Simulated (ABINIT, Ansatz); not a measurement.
# How the form of the self-energy moves the gap of SiC (Moissanite), part 2 of 2

How much does the gap of SiC (Moissanite) depend on the approximation to the self-energy?

ABINIT 10.8.3; PBE and many-body steps on it, plane waves. Known limits of the many-body steps: not at the basis limit; coarse k mesh.

So far. Step 5 (G0W0, Hybertsen-Louie plasmon pole): Against G0W0 in ABINIT (6×6×1 mesh, 257 bands, screening to 141.5 eV, Godby-Needs plasmon pole), the gap moves by +0.030 eV. Step 6 (G0W0, von der Linden-Horsch plasmon pole): Against G0W0 in ABINIT (6×6×1 mesh, 257 bands, screening to 141.5 eV, Godby-Needs plasmon pole), the gap moves by −0.046 eV.

## Step 7: One-shot COHSEX

This step: one-shot COHSEX on PBE, plane waves, norm-conserving pseudopotentials.

Contents of run.abi:

```
acell 3*1.0 Angstrom
rprim 
  3.081000000023 -0.000000000005 0.000000000000
  -1.540500000007 2.668224269083 0.000000000000
  0.000000000000 0.000000000000 15.124800000000
ntypat 2
znucl 14 6
natom 12
typat 1 1 1 1 1 1 2 2 2 2 2 2
xred 
  0.000000000000 0.000000000000 0.000000000000
  0.000000000000 0.000000000000 0.500000000000
  0.333333333333 0.666666666667 0.166400000000
  0.666666666667 0.333333333333 0.666400000000
  0.666666666667 0.333333333333 0.332900000000
  0.333333333333 0.666666666667 0.832900000000
  0.333333333333 0.666666666667 0.041200000000
  0.666666666667 0.333333333333 0.541200000000
  0.666666666667 0.333333333333 0.208000000000
  0.333333333333 0.666666666667 0.708000000000
  0.000000000000 0.000000000000 0.374600000000
  0.000000000000 0.000000000000 0.874600000000
pp_dirpath "pseudos"
pseudos "Si.upf, C.upf"
ecut 37
ngkpt 6 6 1
nshiftk 1
shiftk 0 0 0
kptopt 1
chksymbreak 0
istwfk *1
occopt 1
irdwfk 1
optdriver 4
nband 257
gwcalctyp 7
ecutsigx 37
symsigma 1
nkptgw 2
kptgw 
  0.0000000000 0.0000000000 0.0000000000
  0.5000000000 0.0000000000 0.0000000000
bdgw 
  23 26
  23 26
ecuteps 5.2
irdscr 1
indata_prefix "in"
outdata_prefix "out"
tmpdata_prefix "tmp"
```

Run with:

```sh
> OMP_NUM_THREADS=1 mpirun -n 8 abinit run.abi > log
```

Numbers of over 12 decimals in the logs are rounded to 6 here.

The log of the run:

```text
.Version 10.8.3 of ABINIT. v10.8.2 released Aug 2026.

 Symmetries : space group P6_3 m c (#186); Bravais hP (primitive hexag.)
[... echo of the input left out ...]
== DATASET  1 ==================================================================
-   mpi_nproc: 8, omp_nthreads: 1 (-1 if OMP is not activated)

--- !DatasetInfo
iteration_state: {dtset: 1, }
dimensions: {natom: 12, nkpt: 7, mband: 257, nsppol: 1, nspinor: 1, nspden: 1, mpw: 9084, }
cutoff_energies: {ecut:  37.0, pawecutdg:  -1.0, }
[...]
Band     E0 <VxcDFT>   SigX SigC(E0)      Z dSigC/dE  Sig(E)    E-E0       E
[...]
25   8.888 -10.928  -6.753  -5.668   1.000   0.000 -12.421  -1.492   7.396
       26   9.078 -10.777  -6.493  -5.778   1.000   0.000 -12.271  -1.494   7.584

== END DATASET(S) ==============================================================
================================================================================

 -outvars: echo values of variables after computation  --------
           etotal      0.0000000000E+00
            nband         257
             nkpt           7
          spgroup         186
 [... the other variables as echoed above ...]

 Calculation completed.
```

Wall time 5.1 s (8 MPI ranks of Arm Neoverse V2, shared host); peak memory 0.82 GiB.

Numbers from this step:

| Quantity | Value |
| --- | --- |
| quasiparticle gap on the points computed | 3.504 eV |
| starting gap on the mesh | 2.017 eV |
| k of the valence top | 0, 0, 0 |
| k of the conduction bottom | 0.5, 0, 0 |
| least direct quasiparticle gap on the computed points | 4.762 eV |

Against G0W0 in ABINIT (6×6×1 mesh, 257 bands, screening to 141.5 eV, Godby-Needs plasmon pole), the gap moves by +0.855 eV.

## Step 8: One-shot Hartree-Fock

This step: one-shot Hartree-Fock on PBE, plane waves, norm-conserving pseudopotentials.

Edit run.abi of step 7 so:

```diff
@@ -34,4 +34,4 @@
 optdriver 4
-nband 257
-gwcalctyp 7
+nband 28
+gwcalctyp 5
 ecutsigx 37
@@ -45,4 +45,4 @@
   23 26
-ecuteps 5.2
-irdscr 1
+ixc_sigma 40
+fftgw 31
 indata_prefix "in"
```

The log of the run:

```text
.Version 10.8.3 of ABINIT. v10.8.2 released Aug 2026.

 Symmetries : space group P6_3 m c (#186); Bravais hP (primitive hexag.)
[... echo of the input left out ...]
== DATASET  1 ==================================================================
-   mpi_nproc: 8, omp_nthreads: 1 (-1 if OMP is not activated)

--- !DatasetInfo
iteration_state: {dtset: 1, }
dimensions: {natom: 12, nkpt: 7, mband: 28, nsppol: 1, nspinor: 1, nspden: 1, mpw: 9084, }
cutoff_energies: {ecut:  37.0, pawecutdg:  -1.0, }
[...]
Band     E0 <VxcDFT>   SigX SigC(E0)      Z dSigC/dE  Sig(E)    E-E0       E
[...]
25   8.888 -10.928  -6.753   0.000   1.000   0.000  -6.753   4.176  13.064
       26   9.078 -10.777  -6.493   0.000   1.000   0.000  -6.493   4.284  13.362

== END DATASET(S) ==============================================================
================================================================================

 -outvars: echo values of variables after computation  --------
           etotal      0.0000000000E+00
            nband          28
             nkpt           7
          spgroup         186
 [... the other variables as echoed above ...]

 Calculation completed.
```

It took 4.6 s on 8 MPI ranks; peak memory 0.94 GiB; 36 s of CPU time.

Numbers from this step:

```
quasiparticle gap on the points computed              : 8.843 eV
starting gap on the mesh                              : 2.017 eV
k of the valence top                                  : 0, 0, 0
k of the conduction bottom                            : 0.5, 0, 0
least direct quasiparticle gap on the computed points : 10.41 eV
```

Against G0W0 in ABINIT (6×6×1 mesh, 257 bands, screening to 141.5 eV, Godby-Needs plasmon pole), the gap moves by +6.194 eV.

## Step 9: Screening, 6×6×1 mesh, 257 bands, screening to 141.5 eV

This step: RPA screening on PBE, plane waves, norm-conserving pseudopotentials.

Edit run.abi of step 8 so:

```diff
@@ -33,16 +33,14 @@
 irdwfk 1
-optdriver 4
-nband 28
-gwcalctyp 5
-ecutsigx 37
-symsigma 1
-nkptgw 2
-kptgw 
-  0.0000000000 0.0000000000 0.0000000000
-  0.5000000000 0.0000000000 0.0000000000
-bdgw 
-  23 26
-  23 26
-ixc_sigma 40
-fftgw 31
+optdriver 3
+nband 257
+ecuteps 5.2
+inclvkb 2
+awtr 1
+symchi 1
+gwcalctyp 2
+nfreqre 16
+freqremax 40 eV
+nfreqim 8
+spmeth 1
+nomegasf 120
 indata_prefix "in"
```

The log of the run:

```text
.Version 10.8.3 of ABINIT. v10.8.2 released Aug 2026.

 Symmetries : space group P6_3 m c (#186); Bravais hP (primitive hexag.)
[... echo of the input left out ...]
== DATASET  1 ==================================================================
-   mpi_nproc: 8, omp_nthreads: 1 (-1 if OMP is not activated)

--- !DatasetInfo
iteration_state: {dtset: 1, }
dimensions: {natom: 12, nkpt: 7, mband: 257, nsppol: 1, nspinor: 1, nspden: 1, mpw: 9084, }
cutoff_energies: {ecut:  37.0, pawecutdg:  -1.0, }
electrons: {nelect:   4.80000000E+01, charge:   0.00000000E+00, occopt:   1.00000000E+00, tsmear:   1.00000000E-02, }

 SCREENING: Calculation of the susceptibility and dielectric matrices

 Based on a program developped by R.W. Godby, V. Olevano, G. Onida, and L. Reining.
 Incorporated in ABINIT by V. Olevano, G.-M. Rignanese, and M. Torrent.
.Using double precision arithmetic ; gwpc =  8

[... cell and pseudopotentials left out ...]
--------------------------------------------------------------------------------

 ==== K-mesh for the wavefunctions ====
 Number of points in the irreducible wedge :     7
[... list of points left out ...]
 Together with 12 symmetry operations and time-reversal symmetry
 yields    36 points in the full Brillouin Zone.

 ==== Q-mesh for the screening function ====
 Number of points in the irreducible wedge :     7
[... list of points left out ...]
 Together with 12 symmetry operations and time-reversal symmetry
 yields    36 points in the full Brillouin Zone.

 setmesh: FFT mesh size selected  =    20x   20x  108
          total number of points  =        43200

 vcoul_init : cutoff-mode = AUXILIARY_FUNCTION
 q-points for optical limit:   1
     1)      0.000010    0.000020    0.000030

- screening: taking advantage of time-reversal symmetry
- Maximum band index for partially occupied states nbvw = 24
- Remaining bands to be divided among processors   nbcw = 233
- Number of bands treated by each node ~29

 Number of electrons calculated from density =   48.0000; Expected =   48.0000
 average of density, n =  0.057206
 r_s =    1.6100
 omega_plasma =   23.0715 [eV]

 calculating chi0 at frequencies [eV] :
  1    0.000000E+00    0.000000E+00
  2    2.666667E+00    0.000000E+00
  3    5.333333E+00    0.000000E+00
[...]
23    0.000000E+00    5.875913E+01
 24    0.000000E+00    8.273349E+01

--------------------------------------------------------------------------------
  q-point number  1        q = ( 0.000000, 0.000000, 0.000000) [r.l.u.]
--------------------------------------------------------------------------------
[... chi0 elements left out ...]
  [... further frequencies ...]

 No. of calculated frequencies >  15, stop printing
 For q-point:  0.000010 0.000020 0.000030
  dielectric constant =   6.9996
  dielectric constant without local fields =   7.6510

  Average fulfillment of the sum rule on Im[epsilon] for q-point    1 :     88.33  [%]
[... wings left out ...]
  q-point number  2        q = ( 0.166667, 0.000000, 0.000000) [r.l.u.]
--------------------------------------------------------------------------------
[... chi0 elements left out ...]
  [... further frequencies ...]

 No. of calculated frequencies >  15, stop printing
  Average fulfillment of the sum rule on Im[epsilon] for q-point    2 :     88.44  [%]

 [... 5 further q-points ...]
```

Elapsed: 4.4 min, on 8 MPI ranks; peak memory 5.2 GiB.

Numbers from this step:

```
ε∞ with local fields, on this mesh, along the program's q direction : 7.000
the same without local fields                                       : 7.651
plasma frequency                                                    : 23.07 eV
plane waves in the screening matrix                                 : 431
```

## Step 10: G0W0, contour deformation

This step: G0W0 on PBE, plane waves, norm-conserving pseudopotentials.

Edit run.abi of step 9 so:

```diff
@@ -33,14 +33,17 @@
 irdwfk 1
-optdriver 3
+optdriver 4
 nband 257
+gwcalctyp 2
+ecutsigx 37
+symsigma 1
+nkptgw 2
+kptgw 
+  0.0000000000 0.0000000000 0.0000000000
+  0.5000000000 0.0000000000 0.0000000000
+bdgw 
+  23 26
+  23 26
 ecuteps 5.2
-inclvkb 2
-awtr 1
-symchi 1
-gwcalctyp 2
-nfreqre 16
-freqremax 40 eV
-nfreqim 8
-spmeth 1
-nomegasf 120
+irdscr 1
+gwmem 01
 indata_prefix "in"
```

The log of the run:

```text
.Version 10.8.3 of ABINIT. v10.8.2 released Aug 2026.

 Symmetries : space group P6_3 m c (#186); Bravais hP (primitive hexag.)
[... echo of the input left out ...]
== DATASET  1 ==================================================================
-   mpi_nproc: 8, omp_nthreads: 1 (-1 if OMP is not activated)

--- !DatasetInfo
iteration_state: {dtset: 1, }
dimensions: {natom: 12, nkpt: 7, mband: 257, nsppol: 1, nspinor: 1, nspden: 1, mpw: 9084, }
cutoff_energies: {ecut:  37.0, pawecutdg:  -1.0, }
[...]
Band     E0 <VxcDFT>   SigX SigC(E0)      Z dSigC/dE  Sig(E)    E-E0       E
[...]
26   9.078 -10.777  -6.493  -3.865   0.814  -0.228 -10.436   0.341   9.420
       26   0.000   0.000   0.000   0.000   0.000   0.000   0.000   0.000   0.000

== END DATASET(S) ==============================================================
================================================================================

 -outvars: echo values of variables after computation  --------
           etotal      0.0000000000E+00
            nband         257
             nkpt           7
          spgroup         186
 [... the other variables as echoed above ...]

 Calculation completed.
```

Wall time 23 s (8 MPI ranks); peak memory 2.7 GiB.

This step gave:

| Quantity | Value |
| --- | --- |
| G0W0 gap on the points computed | 2.701 eV |
| starting gap on the mesh | 2.017 eV |
| k of the valence top | 0, 0, 0 |
| k of the conduction bottom | 0.5, 0, 0 |
| least direct G0W0 gap on the computed points | 3.952 eV |

Against G0W0 in ABINIT (6×6×1 mesh, 257 bands, screening to 141.5 eV, Godby-Needs plasmon pole), the gap moves by +0.052 eV.

## Step 11: The runs together

Times are wall times on 8 MPI ranks of Arm Neoverse V2, shared host, good to a factor of about two. A run's time includes the screening step that it read.

| run | mesh | bands | screening cutoff (eV) | DFT gap (eV) | gap on the mesh (eV) | direct (eV) | ε∞ used | time |
| --- | --- | --- | --- | --- | --- | --- | --- | --- |
| G0W0, Godby-Needs plasmon pole | 6×6×1 | 257 | 141.5 | 2.017 | 2.649 | 3.910 | 6.98 | 3.2 min |
| G0W0, Hybertsen-Louie plasmon pole | 6×6×1 | 257 | 141.5 | 2.017 | 2.679 | 3.957 | 6.98 | 3.1 min |
| G0W0, von der Linden-Horsch plasmon pole | 6×6×1 | 257 | 141.5 | 2.017 | 2.603 | 3.895 | 6.98 | 3 min |
| one-shot COHSEX | 6×6×1 | 257 | 141.5 | 2.017 | 3.504 | 4.762 | 6.98 | 2.8 min |
| one-shot Hartree-Fock | 6×6×1 | - | - | 2.017 | 8.843 | 10.413 | - | 4.6 s |
| G0W0, contour deformation | 6×6×1 | 257 | 141.5 | 2.017 | 2.701 | 3.952 | 7.00 | 4.7 min |

## Step 12: Results

```json
{
 "G0W0, Godby-Needs plasmon pole": "2.649 eV",
 "G0W0, Hybertsen-Louie plasmon pole": "2.679 eV",
 "G0W0, von der Linden-Horsch plasmon pole": "2.603 eV",
 "one-shot COHSEX": "3.504 eV",
 "one-shot Hartree-Fock": "8.843 eV",
 "G0W0, contour deformation": "2.701 eV",
 "known limits": "not at the basis limit; coarse k mesh"
}
```

G0W0, Hybertsen-Louie plasmon pole: +0.030 eV against G0W0, Godby-Needs plasmon pole. G0W0, von der Linden-Horsch plasmon pole: −0.046 eV against G0W0, Godby-Needs plasmon pole. One-shot COHSEX: +0.855 eV against G0W0, Godby-Needs plasmon pole. One-shot Hartree-Fock: +6.194 eV against G0W0, Godby-Needs plasmon pole. G0W0, contour deformation: +0.052 eV against G0W0, Godby-Needs plasmon pole. Bare exchange alone opens the gap to 8.84 eV; against G0W0, correlation takes back 6.19 eV. Static COHSEX lies above G0W0: it lacks the factor Z and overstates the Coulomb hole of the filled states. Against experiment, by G0W0, Godby-Needs plasmon pole: the gap of 2.65 eV lies −0.37 eV from the measured 3.02 eV (kind not stated, quoted 2020); the gap of 2.65 eV lies −0.35 eV from the measured 3 eV (optical, 2017); the gap of 2.65 eV lies −0.38 eV from the measured 3.03 eV (indirect, quoted 2018). An exciton line or allowed optical edge lies below the quasiparticle gap by the binding energy; a forbidden edge can push the onset above it. These are gaps on the mesh, at modest bands and cutoff. The calculation has static nuclei and no excitons; a measured gap holds zero-point and thermal motion, which mostly lowers it. Bands and cutoff are finite, so the gap is not at the basis limit. The miss can reach some tenths of an eV and take either sign; the mesh is an error of its own. In the G0W0 runs levels were corrected at 2 k points alone, so a gap called «on the mesh» is the least over those, and an edge elsewhere would be missed. The 6×6×1 mesh is coarse for this cell, which bears on the long-range parts of exchange and screening.

[Paths, hosts, dates, memory and timing lines, banners, echoed tables and standing remarks are left out of the program output.]

[Logs are printed without paths, hosts, clocks, repeated set-up lines and the standing remarks that a program may print on its own settings, such as how far it seeks lower states.]

[Runs of the session that timed out or met a known fault of the program may be left out.]

[Hosts, paths, dates, database ids (printed as entryN), source tags and the programs' standing remarks are cut or masked in the printed files.]

[G0W0 gaps are taken among the corrected bands and points alone; a level outside them can change the order at an edge.]

[Where Ansatz stands beside ABINIT at settings called matched, ABINIT's density can come from a denser mesh and the files from another edition; pairs whose starting gaps differed by over 0.03 eV were left out, so agreement reads better than it is.]
